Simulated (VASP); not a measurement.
# W in VASP: work function with PBE

Aim: the work function of W with PBE.

Everything below comes from runs of VASP 6.6.1. Logs are shortened: lines on timing, memory, paths and dates and some standing lists are left out, and cuts for length are marked.

### Step 1. The slab as given

The cell holds a slab with vacuum, 4 atoms: a = 2.866 Å, b = 2.866 Å, c = 28.280 Å, α = 90.00°, β = 90.00°, γ = 109.47°.

The cell was built by a generator and needn't be a form met in nature.

### Step 2. Work function, PBE

INCAR reads:

```
PREC = Accurate
ENCUT = 520
EDIFF = 1E-7
ISMEAR = 1
SIGMA = 0.1
LREAL = F
LASPH = T
NELM = 100
ALGO = Normal
ISIF = 2
LWAVE = F
LCHARG = T
LDIPOL = T
IDIPOL = 3
DIPOL = 0.5 0.5 0.500
GGA = PE
LELF = T
LVHAR = T
LVACPOTAV = T
```

KPOINTS reads:

```
Automatic mesh
0
Gamma
  12 12 1
```

POSCAR reads:

```
W                                       
1.0
    2.8655568500      0.0000000000      0.0000000000
   -0.9551856200      2.7016728600      0.0000000000
    0.0000000000      0.0000000000     28.2800156200
  W             
     4
Direct
     0.1666669999999968    0.8333330000000032    0.3873919745842717
     0.6666669999999968    0.3333330000000032    0.4608464322976991
     0.1666669999999968    0.8333330000000032    0.5391571377022979
     0.6666669999999968    0.3333330000000032    0.6126080254157283
```

Potentials or basis: VASP PAW PBE potentials, release 64 (W_sv).

The run is started by

```sh
cat potpaw_PBE.64/W_sv/POTCAR > POTCAR
mpirun -np 1 vasp_std > vasp.out
```

OUTCAR:

```text
PREC = Accurate
   ENCUT = 520
   EDIFF = 1E-7
   ISMEAR = 1
   LREAL = F
   LASPH = T
   NELM = 100
   ISIF = 2
   GGA = PE

 ion  position               nearest neighbor table
   1  0.167  0.833  0.387-   2 2.66   2 2.66   2 3.13   2 3.13
   2  0.667  0.333  0.461-   1 2.66   1 2.66   3 2.76   3 2.76   1 3.13   1 3.13   3 3.22   3 3.22

   3  0.167  0.833  0.539-   4 2.66   4 2.66   2 2.76   2 2.76   4 3.13   4 3.13   2 3.22   2 3.22

   4  0.667  0.333  0.613-   3 2.66   3 2.66   3 3.13   3 3.13

  LATTYP: Found a base centered orthorhombic cell.
 ALAT       =     3.3088599969
 B/A-ratio  =     1.4142135723
 C/A-ratio  =     8.5467549690

  Lattice vectors:

 A1 = (   2.8655568500,   0.0000000000,   0.0000000000)
 A2 = (  -0.9551856200,   2.7016728600,   0.0000000000)
 A3 = (   0.0000000000,   0.0000000000,  28.2800156200)

Analysis of symmetry for initial positions (statically):
=====================================================================
 Subroutine PRICEL returns:
 Original cell was already a primitive cell.

 Routine SETGRP: Setting up the symmetry group for a
 base centered orthorhombic supercell.

 Subroutine GETGRP returns: Found  8 space group operations
 (whereof  2 operations were pure point group operations)
 out of a pool of  8 trial point group operations.

The static configuration has the point symmetry C_1h.
 The point group associated with its full space group is D_2h.

Analysis of symmetry for dynamics (positions and initial velocities):
=====================================================================
 Subroutine PRICEL returns:
 Original cell was already a primitive cell.

 Routine SETGRP: Setting up the symmetry group for a
 base centered orthorhombic supercell.

 Subroutine GETGRP returns: Found  8 space group operations
 (whereof  2 operations were pure point group operations)
 out of a pool of  8 trial point group operations.

The dynamic configuration has the point symmetry C_1h.
 The point group associated with its full space group is D_2h.

 Subroutine INISYM returns: Found  8 space group operations
 (whereof  2 operations are pure point group operations),
 and found     1 'primitive' translations

----------------------------------------------------------------------------------------

                                     Primitive cell

  volume of cell :     218.9381

  direct lattice vectors                    reciprocal lattice vectors
     2.865556850  0.000000000  0.000000000     0.348972312  0.123380347  0.000000000
    -0.955185620  2.701672860  0.000000000     0.000000000  0.370141039  0.000000000
     0.000000000  0.000000000 28.280015620     0.000000000  0.000000000  0.035360659

  length of vectors
     2.865556850  2.865556806 28.280015620     0.370141034  0.370141039  0.035360659

  position of ions in fractional coordinates (direct lattice)
     0.166667000  0.833333000  0.387391975
     0.666667000  0.333333000  0.460846432
     0.166667000  0.833333000  0.539157138
     0.666667000  0.333333000  0.612608025

  ion indices of the primitive-cell ions
   primitive index   ion index
                 1           1
                 2           2
                 3           3
                 4           4

----------------------------------------------------------------------------------------

 KPOINTS: Automatic mesh

Automatic generation of k-mesh.
 Grid dimensions read from file:
 generate k-points for:   12   12    1

 Generating k-lattice:

  Cartesian coordinates                     Fractional coordinates (reciprocal lattice)
     0.029081026  0.010281696  0.000000000     0.083333333  0.000000000  0.000000000
     0.000000000  0.030845087  0.000000000     0.000000000  0.083333333  0.000000000
     0.000000000  0.000000000  0.035360659     0.000000000  0.000000000  1.000000000

  Length of vectors
     0.030845086  0.030845087  0.035360659

  Shift w.r.t. Gamma in fractional coordinates (k-lattice)
     0.000000000  0.000000000  0.000000000

 Subroutine IBZKPT returns following result:
 ===========================================

 Found     43 irreducible k-points:

 Following reciprocal coordinates:
            Coordinates               Weight
  0.000000  0.000000  0.000000      1.000000
  0.083333 -0.000000  0.000000      4.000000
  0.166667 -0.000000  0.000000      4.000000
  0.250000 -0.000000  0.000000      4.000000
  0.333333 -0.000000  0.000000      4.000000
  0.416667  0.000000  0.000000      4.000000
[... 16 lines left out ...]
  0.500000  0.166667  0.000000      4.000000
 -0.416667  0.166667  0.000000      4.000000
 [... further k-points ...]
   k-points           NKPTS =     43   k-points in BZ     NKDIM =     43   number of bands    NBANDS=     33
   number of dos      NEDOS =    301   number of ions     NIONS =      4
   total plane-waves  NPLWV = 120960
   dimension x,y,z NGX =    24 NGY =   24 NGZ =  210
   dimension x,y,z NGXF=    48 NGYF=   48 NGZF=  420
   ions per type =               4
   NGX,Y,Z   is equivalent  to a cutoff of  13.92, 13.92, 12.34 a.u.
   NGXF,Y,Z  is equivalent  to a cutoff of  27.85, 27.85, 24.69 a.u.
 SYSTEM =  unknown system
   PREC   = accura    normal or accurate (medium, high low for compatibility)
   ISTART =      0    job   : 0-new  1-cont  2-samecut
   ICHARG =      2    charge: 1-file 2-atom 10-const
   ISPIN  =      1    spin polarized calculation?
   LNONCOLLINEAR =      F non collinear calculations
   LSORBIT =      F    spin-orbit coupling
   LASPH  =      T    aspherical Exc in radial PAW
   ENCUT  =  520.0 eV  38.22 Ry    6.18 a.u.   5.33  5.33 52.58*2*pi/ulx,y,z
   NELM   =    100;   NELMIN=  2; NELMDL= -5     # of ELM steps
   EDIFF  = 0.1E-06   stopping-criterion for ELM
   LREAL  =      F    real-space projection
   EDIFFG = 0.1E-05   stopping-criterion for IOM
   NSW    =      0    number of steps for IOM
   IBRION =     -1    ionic relax: 0-MD 1-quasi-New 2-CG
   NFREE  =      0    steps in history (QN), initial steepest desc. (CG)
   ISIF   =      2    stress and relaxation
   ISYM   =      2    0-nonsym 1-usesym 2-fastsym
   POTIM  = 0.5000    time-step for ionic-motion
   TEBEG  =    0.0;   TEEND  =   0.0 temperature during run
   PSTRESS=    0.0 pullay stress
   NELECT =      56.0000    total number of electrons
   NUPDOWN=      -1.0000    fix difference up-down
   EMIN   =  10.00;   EMAX   =-10.00  energy-range for DOS
   EFERMI =   0.00;   METHOD = LEGACY
   ISMEAR =     1;   SIGMA  =   0.10  broadening in eV -4-tet -1-fermi 0-gaus
   EFERMI_NEDOS =   21; number of points for ismear=-14 and -15
   IALGO  =     38    algorithm
   IMIX   =      4    mixing-type and parameters
     AMIX     =   0.40;   BMIX     =  1.00
     AMIX_MAG =   1.60;   BMIX_MAG =  1.00
  volume/ion in A,a.u.               =      54.73       369.37
  Fermi-wavevector in a.u.,A,eV,Ry     =   1.039195  1.963794 14.693287  1.079926
  Thomas-Fermi vector in A             =   2.173714
   LORBIT       =      0    0 simple, 1 ext, 2 COOP (PROOUT), +10 PAW based schemes
   GGA     = PE    functional components
   LHFCALC =     F    Hartree Fock is set to
   AEXX    =    0.0000 exact exchange contribution
   IVDW    =     0    specifies the selected vdW correction
   LEPSILON=     F    determine dielectric tensor
   LRPA    =     F    only Hartree local field effects (RPA)
 non-spin polarized calculation
 Methfessel and Paxton  Order N= 1 SIGMA  =   0.10
  energy-cutoff  :      520.00
  volume of cell :      218.94
 maximum number of plane-waves:      5938
 NGX is ok and might be reduce to    24
   NGX = 11   NGY = 11   NGZ =105

 number of electron      56.0000003 magnetization

 dipolmoment           0.000000      0.000000     -0.000984 electrons x Angstroem

 Free energy of the ion-electron system (eV)
  ---------------------------------------------------
  ext. energy  EPLUGINS =         0.00000000
  ---------------------------------------------------
  free energy    TOTEN  =       -48.32988765 eV

  energy without entropy =      -48.32729245  energy(sigma->0) =      -48.32902258

 E-fermi :   0.0834     XC(G=0):  -4.8217

 val. band max:        0.0809159439   @ k =   0.3333   0.3333   0.0000
 cond. band min:       0.0990277091   @ k =   0.1667   0.0833   0.0000
 fundamental gap:      0.0181117652
 Fermi energy:         0.0834399752

 k-point     1 :       0.0000    0.0000    0.0000
  band No.  band energies     occupation
      1     -74.1655      2.00000
      2     -74.1122      2.00000
      3     -73.9985      2.00000
      4     -73.9762      2.00000
      5     -38.8600      2.00000
      6     -38.6004      2.00000
[... 25 lines left out ...]
     32       1.4624     -0.00000
     33       1.8761     -0.00000

 k-point     2 :       0.0833   -0.0000    0.0000
  band No.  band energies     occupation
      1     -74.1612      2.00000
      2     -74.1093      2.00000
      3     -73.9970      2.00000
      4     -73.9749      2.00000
      5     -38.8430      2.00000
      6     -38.6119      2.00000
[... 25 lines left out ...]
     32       1.2609     -0.00000
     33       1.6650     -0.00000

 k-point     3 :       0.1667   -0.0000    0.0000
  band No.  band energies     occupation
      1     -74.1493      2.00000
      2     -74.1016      2.00000
      3     -73.9932      2.00000
      4     -73.9712      2.00000
      5     -38.7958      2.00000
      6     -38.6488      2.00000
[... 25 lines left out ...]
     32       1.1948     -0.00000
     33       1.5994     -0.00000

 k-point     4 :       0.2500   -0.0000    0.0000
  band No.  band energies     occupation
      1     -74.1321      2.00000
      2     -74.0915      2.00000
      3     -73.9883      2.00000
      4     -73.9663      2.00000
      5     -38.7340      2.00000
      6     -38.7124      2.00000
[... 25 lines left out ...]
     32       1.3693     -0.00000
     33       1.5755     -0.00000

 k-point     5 :       0.3333   -0.0000    0.0000
  band No.  band energies     occupation
      1     -74.1132      2.00000
      2     -74.0825      2.00000
      3     -73.9838      2.00000
      4     -73.9615      2.00000
      5     -38.7931      2.00000
      6     -38.7242      2.00000
[... 604 lines left out ...]
 k-point    22 :       0.4167    0.1667    0.0000
  band No.  band energies     occupation
      1     -74.0855      2.00000
      2     -74.0712      2.00000
      3     -73.9736      2.00000
      4     -73.9509      2.00000
      5     -38.8209      2.00000
      6     -38.8013      2.00000
[... 25 lines left out ...]
     32       2.0619     -0.00000
     33       2.6303      0.00000

 k-point    23 :       0.5000    0.1667    0.0000
  band No.  band energies     occupation
      1     -74.0920      2.00000
      2     -74.0670      2.00000
      3     -73.9695      2.00000
      4     -73.9471      2.00000
      5     -38.8286      2.00000
      6     -38.7796      2.00000
[... 25 lines left out ...]
     32       1.8821     -0.00000
     33       2.6321      0.00000

 k-point    24 :      -0.4167    0.1667    0.0000
  band No.  band energies     occupation
      1     -74.1045      2.00000
      2     -74.0691      2.00000
      3     -73.9687      2.00000
      4     -73.9466      2.00000
      5     -38.7792      2.00000
      6     -38.7105      2.00000
[... 25 lines left out ...]
     32       1.5058     -0.00000
     33       2.4954      0.00000

 [... further k-points ...]

------------------------ aborting loop because EDIFF is reached ----------------------------------------

 vacuum level on the upper side and lower side of the slab       (xc-potential included)        -0.115        -0.098

  FORCE on cell =-STRESS in cart. coord.  units (eV):
  Direction    XX          YY          ZZ          XY          YZ          ZX
  --------------------------------------------------------------------------------------
  -------------------------------------------------------------------------------------
  Total       -9.6070291    -10.5351521     -0.0318860     -1.3125647      0.0000000      0.0000000
  in kB      -70.3037114    -77.0956653     -0.2333403     -9.6052768      0.0000000      0.0000000
  external PRESSURE =     -49.2109057 kB  Pullay stress =       0.0000000 kB

 VOLUME and BASIS-vectors are now :
 -----------------------------------------------------------------------------
  energy-cutoff  :      520.00
  volume of cell :      218.94
      direct lattice vectors                 reciprocal lattice vectors
     2.865556850  0.000000000  0.000000000     0.348972312  0.123380347  0.000000000
    -0.955185620  2.701672860  0.000000000     0.000000000  0.370141039  0.000000000
     0.000000000  0.000000000 28.280015620     0.000000000  0.000000000  0.035360659

 POSITION                                       TOTAL-FORCE (eV/Angst)
 -----------------------------------------------------------------------------------
     -0.31839      2.25139     10.95545         0.000000      0.000000     -0.003148
      1.59198      0.90056     13.03274         0.000000      0.000000      0.003914
     -0.31839      2.25139     15.24737         0.000000      0.000000     -0.003914
      1.59198      0.90056     17.32456        -0.000000      0.000000      0.003148
 -----------------------------------------------------------------------------------
    total drift:                                0.000000     -0.000000     -0.247668

  FREE ENERGIE OF THE ION-ELECTRON SYSTEM (eV)
  ---------------------------------------------------
  free  energy   TOTEN  =       -48.3298876487 eV

  energy  without entropy=      -48.3272924534  energy(sigma->0) =      -48.32902258

 vacuum level on the upper side and lower side of the slab         4.739         4.762
```

Run time: 14 min. Hardware: 1 thread of Intel Xeon Platinum 8375C at 2.90GHz (Ice Lake), shared host; peak memory 0.45 GiB.

What came out:

* Free energy: -48.3299 eV
* Largest force: 0.004 eV/Å
* Band gap on the k mesh: none (metal or under the smearing width)
* Work function of the upper face: 4.66 eV
* Work function of the lower face: 4.68 eV

Forces in eV/Å, atoms in the order of the input:
```
W    0.000  0.000 -0.003
W    0.000  0.000  0.004
W    0.000  0.000 -0.004
W    0.000  0.000  0.003
```

Levels at points of the mesh, in eV from the Fermi level:
| k point | band 24 | band 25 | band 26 | band 27 | band 28 | band 29 | band 30 | band 31 | band 32 | band 33 |
| --- | --- | --- | --- | --- | --- | --- | --- | --- | --- | --- |
| (0.00, 0.00, 0.00) | -1.46 | -1.39 | -0.91 | -0.89 | -0.79 | 0.04 | 0.05 | 1.04 | 1.38 | 1.79 |
| (0.50, 0.00, 0.00) | -2.35 | -1.45 | -1.44 | 0.47 | 0.48 | 1.55 | 1.56 | 1.68 | 1.70 | 2.50 |
| (0.50, 0.50, 0.00) | -2.00 | -1.75 | 0.72 | 0.86 | 1.08 | 1.20 | 1.56 | 2.30 | 3.42 | 4.09 |

Spin-orbit coupling is left out, which matters for the levels of W.
